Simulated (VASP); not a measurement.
# Settings for Os: self-consistent run

Os, P-3m1 (no. 164), 2 atoms in the cell. LDA; PAW potentials Os (LDA set). VASP 6.6.1. The cell is changed on purpose: last atom moved by 0.04 Å along z, cell strained by -1.0% along z.

Wanted: energy within 0.5 meV/atom; forces within 0.003 eV/Å.

What the run is for: forces; Accuracy asked: tight.

POSCAR:
```
Os
1.0
    2.7341000000      0.0000000000      0.0000000000
   -1.3670500000      2.3678000565      0.0000000000
    0.0000000000      0.0000000000      4.2765030000
Os
2
Direct
    0.6666666700      0.3333333300      0.7500000000
    0.3333333300      0.6666666700      0.2592599000
```

The series start from Plane-wave cutoff (eV): 300; Smearing width (eV): 0.1; k-point mesh: 15 × 15 × 9; Precision mode (PREC): Accurate; Electronic threshold (eV): 1e-6; Bands in all (NBANDS): 18; Electronic algorithm: ALGO=Normal; Use of symmetry (ISYM): defaults; Delay and inner steps: defaults. Each series keeps the choices made before it, and each single choice may use up half of a tolerance.

## Plane-wave cutoff (eV)

| Plane-wave cutoff (eV) | Energy less reference (meV/atom) | Forces, largest deviation (eV/Å) | SCF iterations | Time (s) |
|---|---|---|---|---|
| 180 | -41.47 | 0.0956 | 12 | 8.9 |
| 230 | 42.23 | 0.0091 | 11 | 12 |
| 260 | 44.06 | 0.0088 | 11 | 13 |
| 300 | 27.15 | 0.0119 | 12 | 16 |
| 340 | 12.56 | 0.0091 | 12 | 20 |
| 400 | 4.26 | 0.0018 | 12 | 34 |
| 480 | 3.45 | 0.0018 | 12 | 38 |
| 600 (reference) | 0.00 | 0.0000 | 12 | 60 |

Chosen: 600; the next looser run is off by more than half of the tolerance, so convergence isn't shown beyond this value.

## Smearing width (eV)

| Smearing width (eV) | Energy less reference (meV/atom) | Forces, largest deviation (eV/Å) | SCF iterations | Time (s) |
|---|---|---|---|---|
| 0.4 | 0.99 | 0.0130 | 12 | 62 |
| 0.3 | 1.00 | 0.0058 | 12 | 60 |
| 0.2 | 0.55 | 0.0014 | 12 | 60 |
| 0.15 | 0.23 | 0.0044 | 12 | 69 |
| 0.1 | 0.04 | 0.0039 | 12 | 60 |
| 0.05 (reference) | 0.00 | 0.0000 | 12 | 67 |

Chosen: 0.05; the next looser run is off by more than half of the tolerance, so convergence isn't shown beyond this value.

## k-point mesh

| k-point mesh | Energy less reference (meV/atom) | Forces, largest deviation (eV/Å) | SCF iterations | Time (s) |
|---|---|---|---|---|
| 5 × 5 × 3 | 72.25 | 0.0237 | 12 | 5.3 |
| 6 × 6 × 4 | 40.09 | 0.1352 | 12 | 9.1 |
| 8 × 8 × 5 | -28.85 | 0.0462 | 12 | 14 |
| 10 × 10 × 6 | 10.35 | 0.0866 | 12 | 23 |
| 13 × 13 × 7 | -1.36 | 0.0508 | 12 | 39 |
| 15 × 15 × 9 | -0.70 | 0.0142 | 12 | 67 |
| 18 × 18 × 10 | 4.09 | 0.0028 | 12 | 99 |
| 22 × 22 × 12 (reference) | 0.00 | 0.0000 | 12 | 187 |

Chosen: 22 × 22 × 12; the next looser run is off by more than half of the tolerance, so convergence isn't shown beyond this value.

## Precision mode (PREC)

| Precision mode (PREC) | Energy less reference (meV/atom) | Forces, largest deviation (eV/Å) | SCF iterations | Time (s) |
|---|---|---|---|---|
| Low | 0.02 | 0.0008 | 12 | 85 |
| SingleN | 0.02 | 0.0008 | 12 | 80 |
| Normal | 0.00 | 0.0000 | 12 | 80 |
| Accurate (reference) | 0.00 | 0.0000 | 12 | 187 |

Chosen: Low, the loosest value from which every tighter one stays within half of the tolerance.

## Electronic threshold (eV)

| Electronic threshold (eV) | Energy less reference (meV/atom) | Forces, largest deviation (eV/Å) | SCF iterations | Time (s) |
|---|---|---|---|---|
| 0.001 | 0.00 | 0.0003 | 10 | 64 |
| 0.0001 | 0.00 | 0.0006 | 10 | 68 |
| 1e-5 | 0.00 | 0.0002 | 10 | 66 |
| 1e-6 | 0.00 | 0.0000 | 12 | 85 |
| 1e-7 | 0.00 | 0.0000 | 13 | 83 |
| 1e-8 (reference) | 0.00 | 0.0000 | 13 | 88 |

Chosen: 0.001.

## Bands in all (NBANDS)

| Bands in all (NBANDS) | Energy less reference (meV/atom) | Forces, largest deviation (eV/Å) | SCF iterations | Time (s) |
|---|---|---|---|---|
| 9 | 123.87 | 0.1624 | 14 | 47 |
| 10 | 0.00 | 0.0004 | 10 | 39 |
| 12 | -0.01 | 0.0000 | 10 | 42 |
| 14 | -0.01 | 0.0000 | 10 | 46 |
| 18 | 0.00 | 0.0001 | 10 | 64 |
| 28 (reference) | 0.00 | 0.0000 | 10 | 96 |

Chosen: 10.

## Electronic algorithm

| Electronic algorithm | Energy less reference (meV/atom) | Forces, largest deviation (eV/Å) | SCF iterations | Time (s) |
|---|---|---|---|---|
| ALGO=Normal | 0.00 | 0.0000 | 10 | 39 |
| ALGO=Fast | 0.14 | 0.0001 | 11 | 40 |
| ALGO=VeryFast | 88.18 | 0.0535 | 17 | 52 |
| ALGO=All ISEARCH=1 | 0.17 | 0.0166 | 12 | 40 |
| ALGO=All ISEARCH=0 | 0.17 | 0.0166 | 12 | 42 |
| ALGO=Damped TIME=0.4 | 10.36 | 0.0195 | 56 | 122 |
| ALGO=Damped TIME=0.1 | 11.34 | 0.0207 | 89 | 183 |

Chosen: ALGO=Normal; no other choice that stays within half of the tolerance saves 30 % of the time.

## Use of symmetry (ISYM)

| Use of symmetry (ISYM) | Energy less reference (meV/atom) | Forces, largest deviation (eV/Å) | SCF iterations | Time (s) |
|---|---|---|---|---|
| defaults | 0.00 | 0.0000 | 10 | 39 |
| ISYM=1 | 0.00 | 0.0000 | 10 | 39 |
| ISYM=0 | 0.00 | 0.0002 | 10 | 193 |
| ISYM=-1 | 0.00 | 0.0001 | 10 | 331 |

Chosen: defaults.

## Delay and inner steps

| Delay and inner steps | Energy less reference (meV/atom) | Forces, largest deviation (eV/Å) | SCF iterations | Time (s) |
|---|---|---|---|---|
| defaults | 0.00 | 0.0000 | 10 | 39 |
| NELMDL=-2 | 0.00 | 0.0006 | 7 | 26 |
| NELMDL=-8 | 0.00 | 0.0001 | 13 | 40 |
| NELMDL=-12 | 0.00 | 0.0000 | 17 | 48 |
| NRMM=2 | 0.20 | 0.0016 | 12 | 37 |
| NRMM=6 | 0.00 | 0.0000 | 10 | 35 |
| WEIMIN=0.001 | 0.00 | 0.0000 | 10 | 34 |

Chosen: NELMDL=-2, the fastest of those that stay within half of the tolerance.

## All choices together

| Input | Energy less reference (meV/atom) | Forces, largest deviation (eV/Å) | Time (s) |
|---|---|---|---|
| the program's defaults (naive) | 103.30 | 0.0351 | 0.8 |
| chosen settings | 0.02 | 0.0008 | 26 |
| reference settings throughout | 0.00 | 0.0000 | 272 |

The chosen settings stay within the tolerance of the reference run, but the reference itself isn't shown to be converged in: Plane-wave cutoff (eV), Smearing width (eV), k-point mesh.

Values of the reference run: Forces: 0, 0, 0.7201, 0, 0, -0.7201 eV/Å.

## The input

INCAR:
```
SYSTEM = Os
  ALGO = Normal
  EDIFF = 0.001
  ENCUT = 600
  GGA = CA
  GGA_COMPAT = .False.
  ISIF = 2
  ISMEAR = 1
  LASPH = .True.
  LCHARG = .False.
  LREAL = .False.
  LWAVE = .False.
  NBANDS = 10
  NELM = 120
  NELMDL = -2
  PREC = Low
  SIGMA = 0.05
```

KPOINTS:
```
Automatic mesh
0
Gamma
  22 22 12
  0 0 0
```

Commands:
```
cat potpaw_LDA.64/Os/POTCAR > POTCAR
mpirun -np 1 vasp_std > vasp.out
```

The chosen input took VASP 6.6.1 26 s on 1 core (AMD EPYC 9R45 (Zen 5)), a shared host.

## An input that fails: tetrahedra on too few k points

VASP's message: IBZKPT: tetrahedron method fails for NKPT<4. NKPT = 1.

k mesh: 15 × 15 × 9 becomes 1 × 1 × 1.

Changes against the starting input:
```
- ISMEAR = 1
- NELM = 120
+ ISMEAR = -5
+ NELM = 94
```
